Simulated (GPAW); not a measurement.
Crystal: GaP.

```xyz
2
Lattice="0.0000 2.7252 2.7252 2.7252 0.0000 2.7252 2.7252 2.7252 0.0000" Properties=species:S:1:pos:R:3 pbc="T T T"
Ga    0.0000    0.0000    0.0000
P     4.0879    4.0879    4.0879
```

```yaml
Program: GPAW 26.7.0
Task: relaxation of cell and atoms
Functional: BLYP
Potentials_or_basis: PAW data sets generated in the run's folder for this functional
Cutoff: 600 eV
Basis: pw
k_mesh: 8 × 8 × 8
Occupations: fermi-dirac, width 0.05 eV
Spin: no spin polarisation
```

At the start: pressure 8.1 GPa; volume 20.24 Å³/atom.

Where does the relaxation end?

Over 12 steps the energy falls by 46.7 meV/atom and the volume is 22.36 Å³/atom (+10.5 %); space group F-43m (No. 216, to 0.05 Å).

Step by step:
| step | energy change (eV) | largest force (eV/Å) | pressure (GPa) | volume (Å³) |
| --- | --- | --- | --- | --- |
| 1 | 0.0000 | 0.0000 | 8.05 | 40.48 |
| 2 | -0.0283 | 0.0000 | 6.53 | 41.10 |
| 3 | -0.0663 | 0.0000 | 3.99 | 42.26 |
| 4 | -0.0908 | 0.0000 | 1.18 | 43.80 |
| 5 | -0.0896 | 0.0000 | -1.34 | 45.50 |
| 6 | -0.0899 | 0.0000 | -1.30 | 45.47 |
| 7 | -0.0904 | 0.0000 | -1.21 | 45.41 |
| 8 | -0.0910 | 0.0000 | -1.09 | 45.31 |
| 9 | -0.0918 | 0.0000 | -0.93 | 45.19 |
| 10 | -0.0925 | 0.0000 | -0.73 | 45.05 |
| 11 | -0.0931 | 0.0000 | -0.51 | 44.90 |
| 12 | -0.0935 | 0.0000 | -0.26 | 44.73 |

Final structure:
```
Ga P
1.0
     0.00000    2.81738    2.81738
     2.81738    0.00000    2.81738
     2.81738    2.81738    0.00000
Ga P
1 1
Direct
  0.00000 0.00000 0.00000
  0.75000 0.75000 0.75000
```

Caveat: the data sets keep Ga 3d, Li 1s and Be 1s frozen, and some such compounds lay over 1.5 % in volume off other programs; later steps reuse the first step's grids; the volume moved by +10 % from the deposited cell, more than functionals usually miss.
